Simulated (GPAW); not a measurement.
Crystal: WS2 (Tungstenite).

```
CELL_PARAMETERS angstrom
3.18000 0.00000 0.00000
-1.59000 2.75396 0.00000
0.00000 0.00000 12.50000
ATOMIC_POSITIONS crystal
W 0.66667 0.33333 0.75000
W 0.33333 0.66667 0.25000
S 0.66667 0.33333 0.37500
S 0.33333 0.66667 0.87500
S 0.66667 0.33333 0.12500
S 0.33333 0.66667 0.62500
```

```yaml
Program: GPAW 26.7.0
Task: relaxation of cell and atoms
Functional: PBE
Dispersion: D3(op)
Potentials_or_basis: GPAW PAW data sets (gpaw-data 1.2.1)
Cutoff: 600 eV
Basis: pw
k_mesh: 5 × 5 × 2
Occupations: fermi-dirac, width 0.05 eV
Spin: no spin polarisation
```

At the start: pressure -0.3 GPa; volume 18.24 Å³/atom.

How do energy, volume and symmetry change on relaxing?

Over 13 steps the energy falls by 2.9 meV/atom and the volume is 17.68 Å³/atom (-3.1 %); space group P6_3/mmc (No. 194, to 0.05 Å).

Step by step:
```
step  energy change (eV)  largest force (eV/Å)  pressure (GPa)  volume (Å³)
   1              0.0000                0.2089           -0.32       109.47
   2             -0.0024                0.1474           -0.59       109.44
   3             -0.0060                0.0133           -1.20       109.24
   4             -0.0070                0.0360           -1.20       109.07
   5             -0.0100                0.0651           -0.71       108.17
   6             -0.0109                0.0287           -0.23       107.72
   7             -0.0114                0.0166            0.11       107.50
   8             -0.0118                0.0454            0.28       107.39
   9             -0.0128                0.0905            0.52       107.14
  10             -0.0143                0.1233            0.69       106.71
  11             -0.0161                0.1075            0.60       106.19
  12             -0.0171                0.0481            0.26       106.02
  13             -0.0173                0.0058            0.02       106.08
```

Final structure:
```xyz
6
Lattice="3.1669 0.0000 0.0000 -1.5834 2.7426 0.0000 0.0000 0.0000 12.2135" Properties=species:S:1:pos:R:3 pbc="T T T"
W     1.5834    0.9142    9.1601
W     0.0000    1.8284    3.0534
S     1.5834    0.9142    4.6273
S     0.0000    1.8284   10.7341
S     1.5834    0.9142    1.4794
S     0.0000    1.8284    7.5862
```

Caveat: the k mesh is coarse (spacing up to 0.46 Å⁻¹), so the values aren't converged; later steps reuse the first step's grids.
